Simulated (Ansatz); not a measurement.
# HfO2: the cost of one run

Method: DFT PBEsol, scalar-relativistic, plane waves, PAW, in Ansatz 0.2.0.

That is the level of the relaxation; later steps name their own.

1 further run of the same task is left out (set aside as unsound or not needed).

### Step 1. The starting structure

Symmetry: P2_1/c, No. 14, monoclinic system. Conventional cell: a = 5.096 Å, b = 5.177 Å, c = 5.271 Å, α = 90.00°, β = 99.62°, γ = 90.00°. Around Hf (site symmetry 1) lie 7 O at 2.04 to 2.23 Å. Around O (site symmetry 1) lie 4 Hf at 2.14 to 2.23 Å. O (site symmetry 1) has 3 Hf at 2.04 to 2.13 Å as nearest neighbours.

As a file:

```cif
data_structure
_symmetry_space_group_name_H-M 'P 1'
_symmetry_Int_Tables_number 1
_cell_length_a 5.0959
_cell_length_b 5.1768
_cell_length_c 5.2712
_cell_angle_alpha 90.000
_cell_angle_beta 99.622
_cell_angle_gamma 90.000
_cell_volume 137.10
loop_
_atom_site_label
_atom_site_type_symbol
_atom_site_fract_x
_atom_site_fract_y
_atom_site_fract_z
_atom_site_occupancy
Hf1 Hf 0.27715 0.04298 0.20817 1
Hf2 Hf 0.72285 0.54298 0.29183 1
Hf3 Hf 0.72285 0.95702 0.79183 1
Hf4 Hf 0.27715 0.45702 0.70817 1
O1 O 0.44716 0.75817 0.47997 1
O2 O 0.55284 0.25817 0.02003 1
O3 O 0.55284 0.24183 0.52003 1
O4 O 0.44716 0.74183 0.97997 1
O5 O 0.07115 0.33720 0.34100 1
O6 O 0.92885 0.83720 0.15900 1
O7 O 0.92885 0.66280 0.65900 1
O8 O 0.07115 0.16280 0.84100 1
```

It is the result of an earlier relaxation at this level (volume 11.43 Å³/atom; gap on the mesh: 3.97 eV).

### Step 2. Band edges over the whole zone

File input.yaml:

```yaml
crystal:
  lattice:
    - [5.0959283743, 0.0, -0.0127878223]
    - [0.0, 5.1767655707, 0.0]
    - [-0.867987389, 0.0, 5.1992136662]
  atoms:
    - { symbol: Hf, position: [0.2771489378, 0.0429781053, 0.2081714124] }
    - { symbol: Hf, position: [0.7228510622, 0.5429781053, 0.2918285876] }
    - { symbol: Hf, position: [0.7228510622, 0.9570218947, 0.7918285876] }
    - { symbol: Hf, position: [0.2771489378, 0.4570218947, 0.7081714124] }
    - { symbol: O, position: [0.4471625092, 0.7581705711, 0.4799685542] }
    - { symbol: O, position: [0.5528374908, 0.2581705711, 0.0200314458] }
    - { symbol: O, position: [0.5528374908, 0.2418294289, 0.5200314458] }
    - { symbol: O, position: [0.4471625092, 0.7418294289, 0.9799685542] }
    - { symbol: O, position: [0.0711506406, 0.3371991068, 0.340995369] }
    - { symbol: O, position: [0.9288493594, 0.8371991068, 0.159004631] }
    - { symbol: O, position: [0.9288493594, 0.6628008932, 0.659004631] }
    - { symbol: O, position: [0.0711506406, 0.1628008932, 0.840995369] }
basis:
  ecutwfc: 420
kpoints:
  mp_grid: { grid: [6, 6, 6] }
  band_path: { path: [VBM, CBM], npoints: 2 }
hamiltonian:
  xc: pbesol
scf:
  occupations: { method: gaussian, width: 0.02 }
output:
  forces: true
  stress: true
  eigenvalues: true
```

Started as:

```
$ ansatz run input.yaml --threads 8 --pin off --max-ram 22528MiB --backend cpu --events-out ev --progress --plain --runs-dir out
```

What time and memory should one allow on 8 threads of Arm Neoverse V2, shared host?

About 24 s, with a peak of 1.2 GiB.
